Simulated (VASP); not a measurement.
Here is a VASP 6.6.1 calculation.

File run.py:

```python
from ase.calculators.vasp import Vasp
from ase.dft.bandgap import bandgap
from ase.io import read

atoms = read('CdS.cif', primitive_cell=True, subtrans_included=False)
calc = Vasp(
    directory='calc',
    xc='pbesol',
    pp='PBE',
    setups='materialsproject',
    prec='Accurate',
    encut=520,
    ediff=1e-06,
    ismear=0,
    sigma=0.1,
    lreal=False,
    lasph=True,
    nelm=60,
    algo='Normal',
    isif=2,
    lwave=False,
    lcharg=True,
    lelf=True,
    lvhar=True,
    kpts=[8, 8, 8],
    gamma=True,
    nbands=16,
)
atoms.calc = calc

print('energy (eV):', atoms.get_potential_energy())
print('free energy (eV):', atoms.get_potential_energy(force_consistent=True))
print('forces (eV/A):')
print(atoms.get_forces())
print('stress (eV/A^3, Voigt):', atoms.get_stress())
print('Fermi level (eV):', calc.get_fermi_level())
gap, top, bottom = bandgap(calc)
print('band gap (eV):', gap, 'from (spin, k, band)', top, 'to', bottom)
```

CdS.cif

```cif
data_CdS
_cell_length_a 5.50648800
_cell_length_b 5.50648800
_cell_length_c 5.50648800
_cell_angle_alpha 90.00000000
_cell_angle_beta 90.00000000
_cell_angle_gamma 90.00000000
_space_group_name_H-M_alt 'Fm-3m'
_space_group_name_Hall '-F 4 2 3'
_space_group_IT_number 225
loop_
_space_group_symop_operation_xyz
'x,y,z'
'-x,-y,-z'
'-y,x,z'
'y,-x,-z'
'-x,-y,z'
'x,y,-z'
'y,-x,z'
'-y,x,-z'
'x,-y,-z'
'-x,y,z'
'-y,-x,-z'
'y,x,z'
'-x,y,-z'
'x,-y,z'
'y,x,-z'
'-y,-x,z'
'z,x,y'
'-z,-x,-y'
'z,-y,x'
'-z,y,-x'
'z,-x,-y'
'-z,x,y'
'z,y,-x'
'-z,-y,x'
'-z,x,-y'
'z,-x,y'
'-z,-y,-x'
'z,y,x'
'-z,-x,y'
'z,x,-y'
'-z,y,x'
'z,-y,-x'
'y,z,x'
'-y,-z,-x'
'x,z,-y'
'-x,-z,y'
'-y,z,-x'
'y,-z,x'
'-x,z,y'
'x,-z,-y'
'-y,-z,x'
'y,z,-x'
'-x,-z,-y'
'x,z,y'
'y,-z,-x'
'-y,z,x'
'x,-z,y'
'-x,z,-y'
'x,y+1/2,z+1/2'
'-x,-y+1/2,-z+1/2'
'-y,x+1/2,z+1/2'
'y,-x+1/2,-z+1/2'
'-x,-y+1/2,z+1/2'
'x,y+1/2,-z+1/2'
'y,-x+1/2,z+1/2'
'-y,x+1/2,-z+1/2'
'x,-y+1/2,-z+1/2'
'-x,y+1/2,z+1/2'
'-y,-x+1/2,-z+1/2'
'y,x+1/2,z+1/2'
'-x,y+1/2,-z+1/2'
[... 41 lines left out ...]
'y+1/2,-x,z+1/2'
'-y+1/2,x,-z+1/2'
'x+1/2,-y,-z+1/2'
'-x+1/2,y,z+1/2'
'-y+1/2,-x,-z+1/2'
'y+1/2,x,z+1/2'
'-x+1/2,y,-z+1/2'
'x+1/2,-y,z+1/2'
'y+1/2,x,-z+1/2'
'-y+1/2,-x,z+1/2'
'z+1/2,x,y+1/2'
'-z+1/2,-x,-y+1/2'
'z+1/2,-y,x+1/2'
'-z+1/2,y,-x+1/2'
'z+1/2,-x,-y+1/2'
'-z+1/2,x,y+1/2'
'z+1/2,y,-x+1/2'
'-z+1/2,-y,x+1/2'
'-z+1/2,x,-y+1/2'
'z+1/2,-x,y+1/2'
'-z+1/2,-y,-x+1/2'
'z+1/2,y,x+1/2'
'-z+1/2,-x,y+1/2'
'z+1/2,x,-y+1/2'
'-z+1/2,y,x+1/2'
'z+1/2,-y,-x+1/2'
'y+1/2,z,x+1/2'
'-y+1/2,-z,-x+1/2'
'x+1/2,z,-y+1/2'
'-x+1/2,-z,y+1/2'
'-y+1/2,z,-x+1/2'
'y+1/2,-z,x+1/2'
'-x+1/2,z,y+1/2'
'x+1/2,-z,-y+1/2'
'-y+1/2,-z,x+1/2'
'y+1/2,z,-x+1/2'
'-x+1/2,-z,-y+1/2'
'x+1/2,z,y+1/2'
'y+1/2,-z,-x+1/2'
'-y+1/2,z,x+1/2'
'x+1/2,-z,y+1/2'
'-x+1/2,z,-y+1/2'
'x+1/2,y+1/2,z'
'-x+1/2,-y+1/2,-z'
'-y+1/2,x+1/2,z'
'y+1/2,-x+1/2,-z'
'-x+1/2,-y+1/2,z'
'x+1/2,y+1/2,-z'
'y+1/2,-x+1/2,z'
'-y+1/2,x+1/2,-z'
'x+1/2,-y+1/2,-z'
'-x+1/2,y+1/2,z'
'-y+1/2,-x+1/2,-z'
'y+1/2,x+1/2,z'
'-x+1/2,y+1/2,-z'
'x+1/2,-y+1/2,z'
'y+1/2,x+1/2,-z'
'-y+1/2,-x+1/2,z'
'z+1/2,x+1/2,y'
'-z+1/2,-x+1/2,-y'
'z+1/2,-y+1/2,x'
'-z+1/2,y+1/2,-x'
'z+1/2,-x+1/2,-y'
'-z+1/2,x+1/2,y'
'z+1/2,y+1/2,-x'
'-z+1/2,-y+1/2,x'
'-z+1/2,x+1/2,-y'
'z+1/2,-x+1/2,y'
'-z+1/2,-y+1/2,-x'
'z+1/2,y+1/2,x'
'-z+1/2,-x+1/2,y'
'z+1/2,x+1/2,-y'
'-z+1/2,y+1/2,x'
'z+1/2,-y+1/2,-x'
'y+1/2,z+1/2,x'
'-y+1/2,-z+1/2,-x'
'x+1/2,z+1/2,-y'
'-x+1/2,-z+1/2,y'
'-y+1/2,z+1/2,-x'
'y+1/2,-z+1/2,x'
'-x+1/2,z+1/2,y'
'x+1/2,-z+1/2,-y'
'-y+1/2,-z+1/2,x'
'y+1/2,z+1/2,-x'
'-x+1/2,-z+1/2,-y'
'x+1/2,z+1/2,y'
'y+1/2,-z+1/2,-x'
'-y+1/2,z+1/2,x'
'x+1/2,-z+1/2,y'
'-x+1/2,z+1/2,-y'
loop_
_atom_site_label
_atom_site_type_symbol
_atom_site_symmetry_multiplicity
_atom_site_Wyckoff_symbol
_atom_site_fract_x
_atom_site_fract_y
_atom_site_fract_z
_atom_site_occupancy
Cd1 Cd 4 a 0.0000000000 0.0000000000 0.0000000000 1
S1 S 4 b 0.5000000000 0.0000000000 0.0000000000 1
```

Potentials or basis: VASP PAW PBE potentials, release 64 (Cd, S).

Run with:

```bash
$ python run.py
```

Question: What does it give for the pressure?

Answer: -4.0 GPa.

Question: What does it give for the band gap on the k mesh?

Answer: 0.14 eV, indirect (least direct gap 1.42 eV).

Caveat: the PAW data sets were made with another functional, which shifts forces and pressure a little. A k mesh can miss the band edges.
